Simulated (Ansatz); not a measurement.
**A computed series for GeO2: pressure series**

Consider GeO2 in the rutile structure (space group P4_2/mnm, No. 136; a = 4.4875 Å, c = 2.9050 Å).

Cell and atoms are relaxed at each pressure.

The values are results of PBE/PAW in Ansatz (a first-principles code), spin-orbit coupling left out, not measurements.

Before the change:

The band gap comes out as 1.23 eV.

Task: The aim is a band gap between 1.38 eV and 1.49 eV. Which of these changes reaches it?
A) pressure 9 GPa
B) pressure 45 GPa
C) pressure 30 GPa
D) pressure 4.2 GPa

Result: D, pressure 4.2 GPa. It gives 1.44 eV; pressure 45 GPa gives 3.22 eV; pressure 30 GPa gives 2.63 eV; pressure 9 GPa gives 1.68 eV. Changes not listed may reach it too

Load acts through the strain it causes; cell and atoms are relaxed under it. Stability against distortions was not tested. No other phases were tried under pressure.
